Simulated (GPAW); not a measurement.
BN: relaxation of cell and atoms with PBEsol

Crystal: BN.

```
CELL_PARAMETERS angstrom
2.55394 0.00000 0.00000
-1.27697 2.21178 0.00000
0.00000 0.00000 4.22685
ATOMIC_POSITIONS crystal
N 0.33333 0.66667 0.12528
N 0.66667 0.33333 0.62528
B 0.33333 0.66667 0.49972
B 0.66667 0.33333 0.99972
```

Measurements of this composition are mostly on another form, of space group No. 194.

| Quantity | Value |
| --- | --- |
| Program | GPAW 26.7.0 |
| Task | relaxation of cell and atoms |
| Functional | PBEsol |
| Potentials or basis | PAW data sets generated in the run's folder for this functional |
| Cutoff | 800 eV |
| Basis | pw |
| k mesh | 9 × 9 × 5 |
| Occupations | fermi-dirac, width 0.05 eV |
| Spin | no spin polarisation |
| Target pressure | 2 GPa |
| Maxiter | 150 |
| Optimizer | BFGS |
| Fmax | 0.02 eV/Å |
| Max steps | 60 |
| Target pressure | 2 GPa |
| Convergence | density=1e-05 forces=0.0001 |

```json
{
 "Relaxed volume": "5.83 Å³/atom",
 "Relaxed cell": "a = 2.534 Å, b = 2.534 Å, c = 4.192 Å, α = 90.00°, β = 90.00°, γ = 120.00°",
 "Space group after relaxing (to 0.05 Å)": "P6_3mc (No. 186)",
 "Energy change on relaxing (the enthalpy is what falls)": "-1.1 meV/atom",
 "Ionic steps": "4",
 "Pressure after relaxing": "2.0 GPa",
 "Largest force after relaxing": "0.007 eV/Å",
 "Band gap on the k mesh": "4.94 eV, indirect (least direct gap 8.26 eV)"
}
```

Forces in eV/Å, atoms in the order of the input:
```
N    0.000  0.000  0.007
N    0.000  0.000  0.007
B    0.000  0.000 -0.006
B    0.000  0.000 -0.006
```

Step by step:
| step | energy change (eV) | largest force (eV/Å) | pressure (GPa) | volume (Å³) |
| --- | --- | --- | --- | --- |
| 1 | 0.0000 | 0.0120 | -7.12 | 23.88 |
| 2 | -0.0028 | 0.0014 | -5.78 | 23.79 |
| 3 | -0.0044 | 0.0207 | 2.14 | 23.30 |
| 4 | -0.0046 | 0.0066 | 2.00 | 23.31 |

Final structure:
```
N B
1.0
     2.53407    0.00000    0.00000
    -1.26704    2.19457    0.00000
     0.00000    0.00000    4.19188
N B
2 2
Direct
  0.33333 0.66667 0.12528
  0.66667 0.33333 0.62528
  0.33333 0.66667 0.49973
  0.66667 0.33333 0.99973
```

Levels at points of the mesh, in eV from the valence-band top:
```
           k point  band 5  band 6  band 7  band 8  band 9  band 10  band 11  band 12
(0.00, 0.00, 0.00)   -2.17   -0.29    0.00    0.00    8.37     8.37     8.62     9.65
```

Wall time 3.3 min on 1 thread of Intel(R) Xeon(R) Processor @ 2.50GHz (Skylake/Cascade Lake), with other jobs on the host, peak memory 0.23 GiB.

Caveat: later steps reuse the first step's grids; an odd mesh through Γ misses points on the zone boundary, where band edges often lie.
